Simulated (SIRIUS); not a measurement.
A run of SIRIUS 7.10.0 is set up as follows.

sirius.json

```json
{
  "control": {
    "processing_unit": "cpu",
    "verbosity": 2,
    "num_bands_to_print": 31,
    "print_forces": true,
    "print_stress": true
  },
  "parameters": {
    "electronic_structure_method": "pseudopotential",
    "xc_functionals": ["XC_GGA_X_PBE", "XC_GGA_C_PBE"],
    "gk_cutoff": 9.8,
    "pw_cutoff": 19.6,
    "ngridk": [9, 9, 5],
    "shiftk": [0, 0, 0],
    "smearing": "fermi_dirac",
    "smearing_width": 0.0018374661,
    "num_bands": 31,
    "num_mag_dims": 1,
    "num_dft_iter": 100,
    "energy_tol": 1e-08,
    "density_tol": 1e-06
  },
  "iterative_solver": {
    "type": "davidson",
    "min_tolerance": 1e-09,
    "tolerance_scale": [0.1, 0.25]
  },
  "mixer": {
    "type": "anderson",
    "beta": 0.5,
    "max_history": 8
  },
  "settings": {
    "tol_ne": 1e-10,
    "pseudo_grid_cutoff": 6.5,
    "smooth_initial_mag": true
  },
  "unit_cell": {
    "lattice_vectors": [
      [5.682671018407, 0.0, 0.0],
      [0.0, 5.682671018407, 0.0],
      [0.0, 0.0, 9.601679541962]
    ],
    "atom_coordinate_units": "lattice",
    "atom_types": ["Mn", "O"],
    "atom_files": {
      "O": "O.json",
      "Mn": "Mn.json"
    },
    "atoms": {
      "Mn": [
        [0.0, 0.5, 0.0, 0.0, 0.0, 4.0],
        [0.5, 0.0, 0.5, 0.0, 0.0, 4.0]
      ],
      "O": [
        [0.0, 0.0, 0.25, 0.0, 0.0, 0.0],
        [0.0, 0.0, 0.75, 0.0, 0.0, 0.0]
      ]
    }
  }
}
```

Potentials or basis: PseudoDojo 0.4.1 PBE standard (scalar relativistic).

Command:

```sh
$ upf_to_json O.upf
$ upf_to_json Mn.upf
$ OMP_NUM_THREADS=1 sirius.scf --input=sirius.json --output=out.json --task=0
```

Estimate the absolute moment.

7.14 μB per cell.

What does it give for the net moment?

7.07 μB per cell.

Stress tensor (GPa, compression positive):
```
1.59 0.00 0.00
0.00 1.59 0.00
0.00 0.00 2.78
```
